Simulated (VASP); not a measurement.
# AlN (Fm-3m) in VASP: further runs

One crystal, AlN, is run at these levels: LDA, PBEsol; tasks: relaxation of cell and atoms.

All numbers are computed with VASP 6.6.1; they aren't measurements. Logs are shortened: lines on timing, memory, paths and dates and some standing lists are left out, and cuts for length are marked.

### 1 The crystal as given

The structure is cubic, space group Fm-3m (No. 225). The conventional cell has a = 4.069 Å, b = 4.069 Å, c = 4.069 Å, α = 90.00°, β = 90.00°, γ = 90.00°. Al (site symmetry m-3m) has 6 N at 2.03 Å as nearest neighbours. Around N (site symmetry m-3m) lie 6 Al at 2.03 Å.

Measurements of this composition are mostly on another form, of space group No. 186.

### 2 Relaxation of cell and atoms, LDA, target pressure 14.5 GPa, at which the enthalpy is minimised

The input, INCAR:

```
SYSTEM = AlN
PREC = Accurate
ENCUT = 600
EDIFF = 1E-6
ISMEAR = 0
SIGMA = 0.03
LREAL = .FALSE.
LASPH = .TRUE.
NELM = 80
ALGO = Normal
ISIF = 3
LWAVE = .FALSE.
LCHARG = .FALSE.
GGA = CA
IBRION = 2
NSW = 90
EDIFFG = -0.01
PSTRESS = 145.0
```

The input, KPOINTS:

```
Automatic mesh
0
G
  12 12 12
  0 0 0
```

The input, POSCAR:

```
AlN
1.0
    0.0000000000      2.0345180000      2.0345180000
    2.0345180000      0.0000000000      2.0345180000
    2.0345180000      2.0345180000      0.0000000000
Al N
1 1
Direct
    0.5000000000      0.5000000000      0.5000000000
    0.0000000000      0.0000000000      0.0000000000
```

Potentials or basis: VASP PAW LDA potentials, release 64 (Al, N).

Launch:

```sh
$ cat potpaw_LDA.64/Al/POTCAR potpaw_LDA.64/N/POTCAR > POTCAR
$ mpirun -np 1 vasp_std > vasp.out
```

OUTCAR:

```text
SYSTEM = AlN
   PREC = Accurate
   ENCUT = 600
   EDIFF = 1E-6
   ISMEAR = 0
   LREAL = .FALSE.
   LASPH = .TRUE.
   NELM = 80
   ISIF = 3
   GGA = CA
   IBRION = 2
   NSW = 90
   EDIFFG = -0.01
   PSTRESS = 145.0

 ion  position               nearest neighbor table
   1  0.500  0.500  0.500-   2 2.03   2 2.03   2 2.03   2 2.03   2 2.03   2 2.03
   2  0.000  0.000  0.000-   1 2.03   1 2.03   1 2.03   1 2.03   1 2.03   1 2.03

  LATTYP: Found a face centered cubic cell.
 ALAT       =     4.0690360000

  Lattice vectors:

 A1 = (   0.0000000000,   2.0345180000,   2.0345180000)
 A2 = (   2.0345180000,   0.0000000000,   2.0345180000)
 A3 = (   2.0345180000,   2.0345180000,   0.0000000000)

Analysis of symmetry for initial positions (statically):
=====================================================================
 Subroutine PRICEL returns:
 Original cell was already a primitive cell.

 Routine SETGRP: Setting up the symmetry group for a
 face centered cubic supercell.

 Subroutine GETGRP returns: Found 48 space group operations
 (whereof 48 operations were pure point group operations)
 out of a pool of 48 trial point group operations.

The static configuration has the point symmetry O_h .

Analysis of symmetry for dynamics (positions and initial velocities):
=====================================================================
 Subroutine PRICEL returns:
 Original cell was already a primitive cell.

 Routine SETGRP: Setting up the symmetry group for a
 face centered cubic supercell.

 Subroutine GETGRP returns: Found 48 space group operations
 (whereof 48 operations were pure point group operations)
 out of a pool of 48 trial point group operations.

The dynamic configuration has the point symmetry O_h .

 Subroutine INISYM returns: Found 48 space group operations
 (whereof 48 operations are pure point group operations),
 and found     1 'primitive' translations

----------------------------------------------------------------------------------------

                                     Primitive cell

  volume of cell :      16.8428

  direct lattice vectors                    reciprocal lattice vectors
     0.000000000  2.034518000  2.034518000    -0.245758455  0.245758455  0.245758455
     2.034518000  0.000000000  2.034518000     0.245758455 -0.245758455  0.245758455
     2.034518000  2.034518000  0.000000000     0.245758455  0.245758455 -0.245758455

  length of vectors
     2.877242948  2.877242948  2.877242948     0.425666130  0.425666130  0.425666130

  position of ions in fractional coordinates (direct lattice)
     0.500000000  0.500000000  0.500000000
     0.000000000  0.000000000  0.000000000

  ion indices of the primitive-cell ions
   primitive index   ion index
                 1           1
                 2           2

----------------------------------------------------------------------------------------

 KPOINTS: Automatic mesh

Automatic generation of k-mesh.
 Grid dimensions read from file:
 generate k-points for:   12   12   12

 Generating k-lattice:

  Cartesian coordinates                     Fractional coordinates (reciprocal lattice)
    -0.020479871  0.020479871  0.020479871     0.083333333  0.000000000  0.000000000
     0.020479871 -0.020479871  0.020479871     0.000000000  0.083333333  0.000000000
     0.020479871  0.020479871 -0.020479871     0.000000000  0.000000000  0.083333333

  Length of vectors
     0.035472178  0.035472178  0.035472178

  Shift w.r.t. Gamma in fractional coordinates (k-lattice)
     0.000000000  0.000000000  0.000000000

 Subroutine IBZKPT returns following result:
 ===========================================

 Found     72 irreducible k-points:

 Following reciprocal coordinates:
            Coordinates               Weight
  0.000000  0.000000  0.000000      1.000000
  0.083333  0.000000  0.000000      8.000000
  0.166667  0.000000  0.000000      8.000000
  0.250000  0.000000  0.000000      8.000000
  0.333333  0.000000  0.000000      8.000000
  0.416667  0.000000  0.000000      8.000000
[... 16 lines left out ...]
  0.500000  0.166667  0.000000     24.000000
 -0.416667  0.166667  0.000000     24.000000
 [... further k-points ...]
   k-points           NKPTS =     72   k-points in BZ     NKDIM =     72   number of bands    NBANDS=      8
   number of dos      NEDOS =    301   number of ions     NIONS =      2
   total plane-waves  NPLWV =  13824
   dimension x,y,z NGX =    24 NGY =   24 NGZ =   24
   dimension x,y,z NGXF=    48 NGYF=   48 NGZF=   48
   ions per type =               1   1
   NGX,Y,Z   is equivalent  to a cutoff of  13.87, 13.87, 13.87 a.u.
   NGXF,Y,Z  is equivalent  to a cutoff of  27.73, 27.73, 27.73 a.u.
 SYSTEM =  AlN
   PREC   = accura    normal or accurate (medium, high low for compatibility)
   ISTART =      0    job   : 0-new  1-cont  2-samecut
   ICHARG =      2    charge: 1-file 2-atom 10-const
   ISPIN  =      1    spin polarized calculation?
   LNONCOLLINEAR =      F non collinear calculations
   LSORBIT =      F    spin-orbit coupling
   LASPH  =      T    aspherical Exc in radial PAW
   ENCUT  =  600.0 eV  44.10 Ry    6.64 a.u.   5.75  5.75  5.75*2*pi/ulx,y,z
   NELM   =     80;   NELMIN=  2; NELMDL= -5     # of ELM steps
   EDIFF  = 0.1E-05   stopping-criterion for ELM
   LREAL  =      F    real-space projection
   EDIFFG = -.1E-01   stopping-criterion for IOM
   NSW    =     90    number of steps for IOM
   IBRION =      2    ionic relax: 0-MD 1-quasi-New 2-CG
   NFREE  =      1    steps in history (QN), initial steepest desc. (CG)
   ISIF   =      3    stress and relaxation
   ISYM   =      2    0-nonsym 1-usesym 2-fastsym
   POTIM  = 0.5000    time-step for ionic-motion
   TEBEG  =    0.0;   TEEND  =   0.0 temperature during run
   PSTRESS=  145.0 pullay stress
   NELECT =       8.0000    total number of electrons
   NUPDOWN=      -1.0000    fix difference up-down
   EMIN   =  10.00;   EMAX   =-10.00  energy-range for DOS
   EFERMI =   0.00;   METHOD = LEGACY
   ISMEAR =     0;   SIGMA  =   0.03  broadening in eV -4-tet -1-fermi 0-gaus
   EFERMI_NEDOS =   21; number of points for ismear=-14 and -15
   IALGO  =     38    algorithm
   IMIX   =      4    mixing-type and parameters
     AMIX     =   0.40;   BMIX     =  1.00
     AMIX_MAG =   1.60;   BMIX_MAG =  1.00
  volume/ion in A,a.u.               =       8.42        56.83
  Fermi-wavevector in a.u.,A,eV,Ry     =   1.277321  2.413786 22.198561  1.631548
  Thomas-Fermi vector in A             =   2.409927
   LORBIT       =      0    0 simple, 1 ext, 2 COOP (PROOUT), +10 PAW based schemes
   GGA     = CA    functional components
   LHFCALC =     F    Hartree Fock is set to
   AEXX    =    0.0000 exact exchange contribution
   IVDW    =     0    specifies the selected vdW correction
   LEPSILON=     F    determine dielectric tensor
   LRPA    =     F    only Hartree local field effects (RPA)
 conjugate gradient relaxation of ions
 non-spin polarized calculation
 Gauss-broadening in eV      SIGMA  =   0.03
  energy-cutoff  :      600.00
  volume of cell :       16.84
 maximum number of plane-waves:       588
   NGX = 11   NGY = 11   NGZ = 11

--------------------------------------- Ionic step        1  -------------------------------------------

 number of electron       8.0000000 magnetization

 Free energy of the ion-electron system (eV)
  ---------------------------------------------------
  ext. energy  EPLUGINS =         0.00000000
  ---------------------------------------------------
  free energy    TOTEN  =       -16.20921600 eV

  energy without entropy =      -16.20921600  energy(sigma->0) =      -16.20921600

 E-fermi :   9.5816     XC(G=0): -12.4849

 val. band max:        9.4643090571   @ k =   0.0000   0.0000   0.0000
 cond. band min:      13.7447649572   @ k =   0.5000   0.5000   0.0000
 fundamental gap:      4.2804559002
 Fermi energy:         9.5816045095

 k-point     1 :       0.0000    0.0000    0.0000
  band No.  band energies     occupation
      1      -7.7714      2.00000
      2       9.4643      2.00000
      3       9.4643      2.00000
      4       9.4643      2.00000
      5      14.9634      0.00000
      6      21.4290      0.00000
      7      21.4290      0.00000
      8      21.4290      0.00000

 k-point     2 :       0.0833    0.0000    0.0000
  band No.  band energies     occupation
      1      -7.6297      2.00000
      2       8.7406      2.00000
      3       9.3804      2.00000
      4       9.3804      2.00000
      5      15.4215      0.00000
      6      20.7390      0.00000
      7      21.6387      0.00000
      8      21.6387      0.00000
[... 347 lines left out ...]
  FREE ENERGIE OF THE ION-ELECTRON SYSTEM (eV)
  ---------------------------------------------------
  free  energy   TOTEN  =       -16.2027409175 eV

  energy  without entropy=      -16.2027409175  energy(sigma->0) =      -16.20274092

  enthalpy is  TOTEN    =       -14.8051397842 eV   P V=        1.3976011332

--------------------------------------- Ionic step        4  -------------------------------------------

 number of electron       8.0000000 magnetization

 Free energy of the ion-electron system (eV)
  ---------------------------------------------------
  ext. energy  EPLUGINS =         0.00000000
  ---------------------------------------------------
  free energy    TOTEN  =       -16.19997897 eV

  energy without entropy =      -16.19997897  energy(sigma->0) =      -16.19997897

 E-fermi :  10.8156     XC(G=0): -12.9041

 val. band max:       10.6453720771   @ k =   0.0000   0.0000   0.0000
 cond. band min:      15.7056007757   @ k =   0.5000   0.5000   0.0000
 fundamental gap:      5.0602286986
 Fermi energy:        10.8155610015

 k-point     1 :       0.0000    0.0000    0.0000
  band No.  band energies     occupation
      1      -7.4163      2.00000
      2      10.6454      2.00000
      3      10.6454      2.00000
      4      10.6454      2.00000
      5      17.4629      0.00000
      6      22.8813      0.00000
      7      22.8813      0.00000
      8      22.8813      0.00000

 k-point     2 :       0.0833    0.0000    0.0000
  band No.  band energies     occupation
      1      -7.2624      2.00000
      2       9.9183      2.00000
      3      10.5467      2.00000
      4      10.5467      2.00000
      5      17.8765      0.00000
      6      22.1955      0.00000
      7      23.1239      0.00000
      8      23.1239      0.00000
[... 264 lines left out ...]
 POSITION                                       TOTAL-FORCE (eV/Angst)
 -----------------------------------------------------------------------------------
      1.97517      1.97517      1.97517        -0.000000      0.000000      0.000000
      1.97517      1.97517      3.95034         0.000000     -0.000000     -0.000000
 -----------------------------------------------------------------------------------
    total drift:                               -0.000000     -0.000000     -0.000000

  FREE ENERGIE OF THE ION-ELECTRON SYSTEM (eV)
  ---------------------------------------------------
  free  energy   TOTEN  =       -16.1999789724 eV

  energy  without entropy=      -16.1999789724  energy(sigma->0) =      -16.19997897

  enthalpy is  TOTEN    =       -14.8052144310 eV   P V=        1.3947645413

 reached required accuracy - stopping structural energy minimisation
```

Wall time 7.3 s (1 thread of Intel Xeon 6975P-C (Granite Rapids), shared host); peak memory 0.13 GiB.

What came out:

- Free energy: -16.2000 eV
- Relaxed volume: 7.71 Å³/atom
- Relaxed cell: a = 2.793 Å, b = 2.793 Å, c = 2.793 Å, α = 60.00°, β = 60.00°, γ = 60.00°
- Space group after relaxing (to 0.05 Å): Fm-3m (No. 225)
- Energy change on relaxing (the enthalpy is what falls): +4.6 meV/atom
- Ionic steps: 4
- Pressure after relaxing: 14.5 GPa
- Band gap on the k mesh: 5.06 eV, indirect (least direct gap 6.82 eV)

The path:
```csv
step,energy change (eV),largest force (eV/Å),pressure (GPa),volume (Å³)
1,0.0000,0.0000,-10.53,16.84
2,0.3507,0.0000,58.61,13.84
3,0.0065,0.0000,13.74,15.44
4,0.0092,0.0000,14.45,15.41
```

Final structure:
```xyz
2
Lattice="0.0000 1.9752 1.9752 1.9752 0.0000 1.9752 1.9752 1.9752 0.0000" Properties=species:S:1:pos:R:3 pbc="T T T"
Al    1.9752    1.9752    1.9752
N     1.9752    1.9752    3.9503
```

Caveat: the cell is relaxed towards a set pressure, so the enthalpy falls and the energy may rise. A k mesh can miss the band edges.

### 3 Relaxation of cell and atoms, LDA, target pressure 14.5 GPa, at which the enthalpy is minimised

This run uses another cell than the first one, of 7.71 Å³/atom, 0.915 times its volume.

Changes to INCAR since step 2:

```diff
@@ -3,3 +3,3 @@
 ENCUT = 600
-EDIFF = 1E-6
+EDIFF = 1E-7
 ISMEAR = 0
@@ -16,3 +16,3 @@
 NSW = 90
-EDIFFG = -0.01
+EDIFFG = -0.005
 PSTRESS = 145.0
```

KPOINTS is that of step 2.

The input, POSCAR:

```
AlN                                     
1.0
    0.0000000000      1.9751700613      1.9751700613
    1.9751700613      0.0000000000      1.9751700613
    1.9751700613      1.9751700613      0.0000000000
  Al              N             
     1     1
Direct
     0.5000000000000000    0.5000000000000000    0.5000000000000000
     1.0000000000000000    1.0000000000000000    0.0000000000000000
```

Potentials or basis: VASP PAW LDA potentials, release 64 (Al, N).

Launch:

```sh
$ cat potpaw_LDA.64/Al/POTCAR potpaw_LDA.64/N/POTCAR > POTCAR
$ mpirun -np 1 vasp_std > vasp.out
```

Wall time 3.3 s (1 thread of Intel Xeon 6975P-C (Granite Rapids), shared host); peak memory 0.13 GiB.

The run converged. Its results:

```yaml
Free_energy: -16.1976 eV
Pressure_after_relaxing: 14.5 GPa
Band_gap_on_the_k_mesh: 5.06 eV, indirect (least direct gap 6.82 eV)
```

Final structure:
```
Al N
1.0
     0.00000    1.97517    1.97517
     1.97517    0.00000    1.97517
     1.97517    1.97517    0.00000
Al N
1 1
Direct
  0.50000 0.50000 0.50000
  0.00000 0.00000 0.00000
```

Levels at points of the mesh, in eV from the valence-band top:
```
           k point  band 1  band 2  band 3  band 4  band 5  band 6  band 7  band 8
(0.00, 0.00, 0.00)  -18.06    0.00    0.00    0.00    6.82   12.24   12.24   12.24
(0.50, 0.00, 0.00)  -14.44   -8.81   -1.22   -1.22    6.58   11.38   11.38   14.17
(0.50, 0.50, 0.00)  -13.32   -7.90   -3.00   -3.00    5.06    5.15   14.76   18.10
```

Caveat: the relaxation stopped at its first step, so nothing moved; the cell is relaxed towards a set pressure, so the enthalpy falls and the energy may rise. A k mesh can miss the band edges.

### 4 Relaxation of cell and atoms, PBEsol

The input, INCAR:

```
PREC = Accurate
ENCUT = 600
EDIFF = 1E-6
ISMEAR = 0
SIGMA = 0.03
LREAL = F
LASPH = T
NELM = 80
ALGO = Normal
ISIF = 3
LWAVE = F
LCHARG = F
GGA = PS
IBRION = 2
NSW = 90
EDIFFG = -0.01
```

The input, KPOINTS:

```
Automatic mesh
0
Gamma
  12 12 12
```

The input, POSCAR:

```
AlN
1.0
    0.0000000000      2.0345180000      2.0345180000
    2.0345180000      0.0000000000      2.0345180000
    2.0345180000      2.0345180000      0.0000000000
Al N
1 1
Direct
    0.5000000000      0.5000000000      0.5000000000
    0.0000000000      0.0000000000      0.0000000000
```

Potentials or basis: VASP PAW PBE potentials, release 64 (Al, N).

Launch:

```sh
$ cat potpaw_PBE.64/Al/POTCAR potpaw_PBE.64/N/POTCAR > POTCAR
$ mpirun -np 1 vasp_std > vasp.out
```

Wall time 7.3 s (1 thread of Intel Xeon 6975P-C (Granite Rapids), shared host); peak memory 0.14 GiB.

Results (log left out):

| Quantity | Value |
| --- | --- |
| Free energy | -15.4513 eV |
| Relaxed volume | 8.27 Å³/atom |
| Relaxed cell | a = 2.859 Å, b = 2.859 Å, c = 2.859 Å, α = 60.00°, β = 60.00°, γ = 60.00° |
| Space group after relaxing (to 0.05 Å) | Fm-3m (No. 225) |
| Energy gained by relaxing | 2.3 meV/atom |
| Ionic steps | 3 |
| Pressure after relaxing | 0.0 GPa |
| Band gap on the k mesh | 4.55 eV, indirect (least direct gap 5.66 eV) |

The path:
| step | energy change (eV) | largest force (eV/Å) | pressure (GPa) | volume (Å³) |
| --- | --- | --- | --- | --- |
| 1 | 0.0000 | 0.0000 | -4.74 | 16.84 |
| 2 | -0.0004 | 0.0000 | 4.84 | 16.24 |
| 3 | -0.0047 | 0.0000 | -0.02 | 16.53 |

Final structure:
```xyz
2
Lattice="0.0000 2.0220 2.0220 2.0220 0.0000 2.0220 2.0220 2.0220 0.0000" Properties=species:S:1:pos:R:3 pbc="T T T"
Al    2.0220    2.0220    2.0220
N     0.0000    0.0000    0.0000
```

Levels at points of the mesh, in eV from the valence-band top:
| k point | band 1 | band 2 | band 3 | band 4 | band 5 | band 6 | band 7 | band 8 |
| --- | --- | --- | --- | --- | --- | --- | --- | --- |
| (0.00, 0.00, 0.00) | -17.55 | 0.00 | 0.00 | 0.00 | 5.66 | 12.02 | 12.02 | 12.02 |
| (0.50, 0.00, 0.00) | -14.25 | -8.36 | -1.09 | -1.09 | 6.04 | 10.90 | 10.90 | 13.25 |
| (0.50, 0.50, 0.00) | -13.25 | -7.45 | -2.82 | -2.82 | 4.55 | 5.14 | 13.96 | 17.15 |

Caveat: the PAW data sets were made with another functional, which shifts forces and pressure a little.

### 5 Relaxation of cell and atoms, PBEsol

This run uses another cell than the first one, of 8.27 Å³/atom, 0.982 times its volume.

Changes to INCAR since step 4:

```diff
@@ -2,3 +2,3 @@
 ENCUT = 600
-EDIFF = 1E-6
+EDIFF = 1E-7
 ISMEAR = 0
@@ -15,2 +15,2 @@
 NSW = 90
-EDIFFG = -0.01
+EDIFFG = -0.005
```

KPOINTS is that of step 4.

The input, POSCAR:

```
AlN                                     
1.0
    0.0000000000      2.0219626571      2.0219626571
    2.0219626571     -0.0000000000      2.0219626571
    2.0219626571      2.0219626571      0.0000000000
  Al              N             
     1     1
Direct
     0.5000000000000000    0.5000000000000000    0.5000000000000000
     0.0000000000000000    0.0000000000000000    0.0000000000000000
```

Launch:

```sh
$ cat potpaw_PBE.64/Al/POTCAR potpaw_PBE.64/N/POTCAR > POTCAR
$ mpirun -np 1 vasp_std > vasp.out
```

Run time: 4 s. Hardware: 1 thread of Intel Xeon 6975P-C (Granite Rapids), shared host; peak memory 0.13 GiB.

It converged, with:

```
Free energy             : -15.4508 eV
Pressure after relaxing : 0.0 GPa
Band gap on the k mesh  : 4.55 eV, indirect (least direct gap 5.66 eV)
```

Final structure:
```
Al N
1.0
     0.00000    2.02196    2.02196
     2.02196    0.00000    2.02196
     2.02196    2.02196    0.00000
Al N
1 1
Cartesian
  2.0220 2.0220 2.0220
  0.0000 0.0000 0.0000
```

Levels at points of the mesh, in eV from the valence-band top:
| k point | band 2 | band 3 | band 4 | band 5 | band 6 | band 7 |
| --- | --- | --- | --- | --- | --- | --- |
| (0.00, 0.00, 0.00) | 0.00 | 0.00 | 0.00 | 5.66 | 12.02 | 12.02 |
| (0.50, 0.00, 0.00) | -8.36 | -1.09 | -1.09 | 6.04 | 10.90 | 10.90 |
| (0.50, 0.50, 0.00) | -7.45 | -2.82 | -2.82 | 4.55 | 5.14 | 13.96 |

Caveat: the relaxation stopped at its first step, so nothing moved; the PAW data sets were made with another functional, which shifts forces and pressure a little.
